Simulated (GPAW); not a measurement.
Crystal: TiTe2.

```xyz
3
Lattice="3.7770 0.0000 0.0000 -1.8885 3.2710 0.0000 0.0000 0.0000 6.4980" Properties=species:S:1:pos:R:3 pbc="T T T"
Te    0.0000    2.1807    4.7903
Te    1.8885    1.0903    1.7077
Ti    0.0000    0.0000    0.0000
```

| Property | Result |
| --- | --- |
| Program | GPAW 26.7.0 |
| Task | relaxation of cell and atoms |
| Functional | WC |
| Potentials or basis | PAW data sets generated in the run's folder for this functional |
| Cutoff | 600 eV |
| Basis | pw |
| k mesh | 6 × 6 × 3 |
| Occupations | fermi-dirac, width 0.05 eV |
| Spin | no spin polarisation |

At the start: pressure -2.5 GPa; volume 26.76 Å³/atom.

Task: Where does the relaxation end?

Result: Over 10 steps the energy falls by 8.8 meV/atom and the volume is 25.30 Å³/atom (-5.4 %); space group P-3m1 (No. 164, to 0.05 Å).

Step by step:
```tsv
step	energy change (eV)	largest force (eV/Å)	pressure (GPa)	volume (Å³)
1	0.0000	0.1676	-2.54	80.28
2	-0.0073	0.0958	-2.10	79.79
3	-0.0194	0.1898	-0.21	77.81
4	-0.0202	0.1773	-0.20	77.71
5	-0.0247	0.0051	0.04	76.06
6	-0.0250	0.0057	0.00	76.14
7	-0.0260	0.0064	-0.14	76.31
8	-0.0265	0.0040	-0.15	76.21
9	-0.0264	0.0004	-0.05	75.99
10	-0.0263	0.0000	-0.01	75.90
```

Final structure:
```
Te Ti
1.0
     3.72153    0.00000    0.00000
    -1.86077    3.22294    0.00000
     0.00000    0.00000    6.32838
Te Ti
2 1
Cartesian
  0.0000 2.1486 4.6301
  1.8608 1.0743 1.6982
  0.0000 0.0000 0.0000
```

Caveat: later steps reuse the first step's grids; this functional lacks dispersion, which binds the layers, so the pressure and a relaxed spacing across them are unreliable.
